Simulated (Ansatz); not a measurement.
Crystal: SrVO3.

```
Sr V O
1.0
     3.84090    0.00000    0.00000
     0.00000    3.84090    0.00000
     0.00000    0.00000    3.84090
Sr V O
1 1 3
Direct
  0.50000 0.50000 0.50000
  0.00000 0.00000 0.00000
  0.00000 0.00000 0.50000
  0.00000 0.50000 0.00000
  0.50000 0.00000 0.00000
```

- Program: Ansatz 0.2.0
- Task: relaxation of cell and atoms
- Functional: RPBE
- Dispersion: D3(BJ)
- Potentials or basis: Ansatz PAW
- Cutoff: 420 eV (not typed: the program's choice for these potentials)
- k mesh: 7 × 7 × 7
- Occupations: fermi-dirac, width 0.05 eV
- Spin: collinear spin, ferromagnetic start
- Starting moments: [0.0, 2.0, 0.0, 0.0, 0.0] μB

At the start: volume 11.33 Å³/atom.

How do energy, volume and symmetry change on relaxing?

It ends after 7 steps and the volume is 10.31 Å³/atom (-9.1 %); space group Pm-3m (No. 221, to 0.05 Å); moment 0.00 μB per cell.

Step by step:
```tsv
step	energy change (eV)	largest force (eV/Å)	volume (Å³)
1	0.0000	0.0000	56.66
2	-0.3300	0.0000	52.27
3	-0.3389	0.0000	51.51
4	-0.3387	0.0000	51.62
5	-0.3272	0.0000	51.62
6	-0.3277	0.0000	51.53
7	-0.3276	0.0000	51.53
```

Final structure:
```
Sr V O
1.0
     3.72116    0.00000    0.00000
     0.00000    3.72116    0.00000
     0.00000    0.00000    3.72116
Sr V O
1 1 3
Direct
  0.50000 0.50000 0.50000
  0.00000 0.00000 0.00000
  0.00000 0.00000 0.50000
  0.00000 0.50000 0.00000
  0.50000 0.00000 0.00000
```

Caveat: the plane-wave basis is chosen anew once the cell has moved, so the energies of steps on either side of that aren't comparable; the pressure holds a Pulay correction of +0.6 GPa for the finite cutoff; the PAW data sets come from PBE, with cores solved anew for the run's functional, which leaves a small shift of forces and pressure; the starting moments weren't kept.
